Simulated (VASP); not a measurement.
InN (relaxed from the zinc blende structure, space group F-43m): computed properties

Method: PBEsol GGA, VASP's PBE PAW potentials (set 64) (plane waves; VASP 6.6.1).

| Item | Value |
|---|---|
| space group | F-43m (216) |
| cell | a = 4.990 Å, b = 4.990 Å, c = 4.990 Å, α = 90.00°, β = 90.00°, γ = 90.00° |
| volume per atom | 15.53 Å^3/atom |
| band gap (over mesh and band path) | none (metal, semimetal or under 0.01 eV) |
| density | 6.89 g/cm³ |

```cif
data_InN
_chemical_formula_sum 'In1 N1'
_space_group_name_H-M_alt 'P 1'
_space_group_IT_number 1
_cell_length_a 3.52812
_cell_length_b 3.52812
_cell_length_c 3.52812
_cell_angle_alpha 60.000
_cell_angle_beta 60.000
_cell_angle_gamma 60.000
loop_
_space_group_symop_operation_xyz
  'x, y, z'
loop_
_atom_site_label
_atom_site_type_symbol
_atom_site_fract_x
_atom_site_fract_y
_atom_site_fract_z
_atom_site_occupancy
In1 In 0.00000 0.00000 0.00000 1
N1 N 0.25000 0.25000 0.25000 1
```

Unless said otherwise, spin-orbit coupling is left out, though it shifts the bands of the heavy elements here.

The structure was generated: InN was put into the zinc blende type (F-43m), which need not be its known phase. It was relaxed first. Symmetry was kept, so distortions that lower it aren't found.
